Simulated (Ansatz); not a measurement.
## PbSe: pressure against volume

PbSe, Fm-3m, a = 6.218 Å. Ansatz: PBE, PAW, 420 eV, Γ-centred 10×10×10 mesh on 2 atoms, Gaussian smearing 0.01 eV; no spin polarisation. Symmetry fixes shape and atoms, so the cell is only scaled; pressure is positive in compression.

| V (Å³/atom) | P (GPa) |
| --- | --- |
| 28.247 | 3.32 |
| 29.148 | 1.52 |
| 30.050 | 0.00 |
| 30.951 | ? |
| 31.853 | -2.39 |

Question: Take V0 = 30.050 Å³/atom, fit the third-order Birch–Murnaghan form to the other rows, and predict the missing pressure.

Answer: With the Eulerian strain f = ½[(V0/V)^(2/3) − 1] and y = P/[3f(1 + 2f)^(5/2)], the form is the line y = B0 + 1.5 B0 (B0′ − 4) f. Rows (f, y): 0.02106, 47.4; 0.01026, 46.9; -0.01905, 46.1. Means f = 0.004090, y = 46.800; Σ(Δf)² = 0.0008615, ΣΔfΔy = 0.02700; the slope is their ratio. y = 46.67 + 31.34 f GPa, so B0 = 46.7 GPa and B0′ = 4 + 2 × (31.34)/(3 × 46.67) = 4.45. At V = 30.951, f = -0.00975, y = 46.36 and P = -1.29 GPa. The run gave -1.29 GPa, the same to the digits shown.

Spin–orbit coupling is left out, which can shift energies with elements as heavy as these.